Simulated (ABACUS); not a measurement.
The system is SiO2.

```xyz
12
Lattice="-2.6233 4.7768 4.4417 2.6233 -4.7768 4.4417 2.6233 4.7768 -4.4417" Properties=species:S:1:pos:R:3 pbc="T T T"
Si    2.6233   -0.8083    3.0643
Si    2.6233    3.9685   -3.0643
Si    0.0000    5.5850    1.3774
Si    0.0000    0.8083    7.5059
O     0.0000    4.7768    0.0000
O     0.0000    0.0000    0.0000
O    -1.3117    5.1892    2.2208
O     1.3117   -0.4125    2.2208
O     1.3117    4.3643   -2.2208
O     1.3117    5.1892    2.2208
O     0.0000    7.1651    1.0599
O     2.6233   -2.3884    3.3818
```

The cell comes from a database or a generator and needn't be the stable form of this composition.

| Property | Result |
| --- | --- |
| Program | ABACUS 3.10.1 |
| Task | relaxation of cell and atoms |
| Functional | PBE |
| Potentials or basis | PseudoDojo NC SR 0.4.1 PBE standard |
| Cutoff | 1361 eV |
| Density cutoff | 5442 eV |
| Basis | DZP LCAO (the cutoffs set its grid) |
| k mesh | 4 × 4 × 4 |
| Occupations | fermi-dirac, width 0.05 eV |
| Spin | no spin polarisation |

At the start: pressure 6.3 GPa; volume 18.55 Å³/atom.

How do energy, volume and symmetry change on relaxing?

Over 18 steps the energy falls by 21.8 meV/atom and the volume is 19.28 Å³/atom (+3.9 %); space group Imma (No. 74, to 0.05 Å).

The path:
```csv
step,energy change (eV),largest force (eV/Å),pressure (GPa),volume (Å³)
1,0.0000,0.7923,6.34,222.64
2,0.1672,0.8686,-7.12,248.08
3,-0.2454,0.2324,-0.28,233.25
4,-0.2454,0.2324,-0.28,233.25
5,-0.2501,0.3937,-0.49,233.13
6,-0.2526,0.1892,-0.42,233.17
7,-0.2595,0.0848,0.08,231.67
8,-0.2595,0.0847,0.08,231.66
9,-0.2601,0.1272,-0.01,231.64
10,-0.2603,0.0692,0.02,231.65
11,-0.2609,0.0436,-0.04,231.68
12,-0.2615,0.0136,-0.17,231.74
13,-0.2618,0.0088,-0.06,231.48
14,-0.2619,0.0074,0.00,231.36
15,-0.2619,0.0089,0.00,231.36
16,-0.2619,0.0149,0.00,231.35
17,-0.2619,0.0085,0.00,231.35
18,-0.2619,0.0047,0.00,231.35
```

Final structure:
```yaml
crystal:
  lattice:
    - [-2.64953, 4.84547, 4.50506]
    - [2.64953, -4.84547, 4.50506]
    - [2.64953, 4.84547, -4.50506]
  atoms:
    - { symbol: Si, position: [0.25942, 0.84469, 0.41474] }
    - { symbol: Si, position: [0.07005, 0.15531, 0.91473] }
    - { symbol: Si, position: [0.74058, 0.15531, 0.58527] }
    - { symbol: Si, position: [0.92995, 0.84469, 0.08526] }
    - { symbol: O, position: [0.50000, 0.00000, 0.50000] }
    - { symbol: O, position: [0.00000, 0.00000, 0.00000] }
    - { symbol: O, position: [0.78934, 0.00000, 0.28934] }
    - { symbol: O, position: [0.21066, 0.50000, 0.21066] }
    - { symbol: O, position: [0.21066, 0.00000, 0.71066] }
    - { symbol: O, position: [0.78934, 0.50000, 0.78934] }
    - { symbol: O, position: [0.86424, 0.11424, 0.75000] }
    - { symbol: O, position: [0.13576, 0.88576, 0.25000] }
```

Caveat: the atomic orbitals were generated for these runs and aren't a published set; the basis of atomic orbitals isn't converged, which shifts pressures, moduli and gaps.
